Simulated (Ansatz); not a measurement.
# TaN: pressure against volume

TaN, Fm-3m, a = 4.417 Å. This isn't the usual stable structure of the compound. Ansatz: PBE, PAW, 420 eV, Γ-centred 16×16×16 mesh on 2 atoms, Gaussian smearing 0.10 eV; no spin polarisation. Symmetry fixes shape and atoms, so the cell is only scaled; pressure is positive in compression.

```tsv
V (Å³/atom)	P (GPa)
10.127	23.38
10.451	10.73
10.774	0.00
11.097	-9.12
11.420	?
```

Question: Take V0 = 10.774 Å³/atom, fit the third-order Birch–Murnaghan form to the other rows, and predict the missing pressure.

Answer: With the Eulerian strain f = ½[(V0/V)^(2/3) − 1] and y = P/[3f(1 + 2f)^(5/2)], the form is the line y = B0 + 1.5 B0 (B0′ − 4) f. Rows (f, y): 0.02108, 333.4; 0.01025, 331.7; -0.00975, 327.5. Means f = 0.007193, y = 330.87; Σ(Δf)² = 0.0004893, ΣΔfΔy = 0.09477; the slope is their ratio. y = 329.5 + 193.7 f GPa, so B0 = 329.5 GPa and B0′ = 4 + 2 × (193.7)/(3 × 329.5) = 4.39. At V = 11.420, f = -0.01904, y = 325.81 and P = -16.89 GPa. The run gave -16.86 GPa, so the fit is 0.03 GPa too low, a small miss on the scale of the series. The form still works here, 33 % of the fitted range beyond its end.

Spin–orbit coupling is left out, which can shift energies with elements as heavy as these.